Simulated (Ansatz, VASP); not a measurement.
## Two plane-wave programs on Bi

Contents of INCAR:

```
ALGO     = Normal         # electronic algorithm
EDIFF    = 1E-6           # SCF threshold, eV
ENCUT    = 520            # plane-wave cutoff, eV
ISIF     = 2              # what is computed and relaxed
ISMEAR   = 0              # smearing method
LASPH    = True           # aspherical terms in the spheres
LCHARG   = False          # write CHGCAR
LREAL    = False          # projectors in reciprocal space
LWAVE    = False          # write WAVECAR
NBANDS   = 14             # bands
NELM     = 100            # most SCF steps
PREC     = Accurate       # precision mode
SIGMA    = 0.15           # smearing width, eV
```

File KPOINTS:

```
k-points
0
Gamma
  18 18 18
```

Contents of POSCAR:

```
Bi
1.0
   -1.9814305318      1.9814305318      1.9814305318
    1.9814305318     -1.9814305318      1.9814305318
    1.9814305318      1.9814305318     -1.9814305318
Bi
1
Direct
    0.0000000000      0.0000000000      0.0000000000
```

Input for Ansatz:

```yaml
crystal:
  lattice:
    - [-1.9814305318, 1.9814305318, 1.9814305318]
    - [1.9814305318, -1.9814305318, 1.9814305318]
    - [1.9814305318, 1.9814305318, -1.9814305318]
  atoms:
    - { symbol: Bi, position: [0.0, 0.0, 0.0] }
basis:
  ecutwfc: 420
kpoints:
  mp_grid: { grid: [18, 18, 18] }
hamiltonian:
  xc: lda
scf:
  occupations: { method: gaussian, width: 0.15 }
output:
  forces: true
  stress: true
  eigenvalues: true
```

This isn't the form of Bi at room conditions, which is rhombohedral.

Alike in both runs: task single point; functional LDA; k mesh 18 × 18 × 18; occupations gaussian, width 0.15 eV; no spin polarisation.

```csv
,VASP,Ansatz
version,VASP 6.6.1,Ansatz 0.2.0
potentials or method,"VASP PAW LDA potentials, release 64 (Bi_d)","scalar-relativistic, plane waves, PAW"
plane-wave cutoff (eV),520,420
valence electrons in the cell,15,15
```

```csv
,VASP,Ansatz,Ansatz less VASP
gap on the k mesh at the Fermi level (eV),none,none,-
pressure (GPa),-3.1,-3.2,-0.16
```

A gap of «none» marks a metal or a gap that the smearing closes.

Caveats: spin-orbit coupling is left out, which moves the levels of the heavy elements.
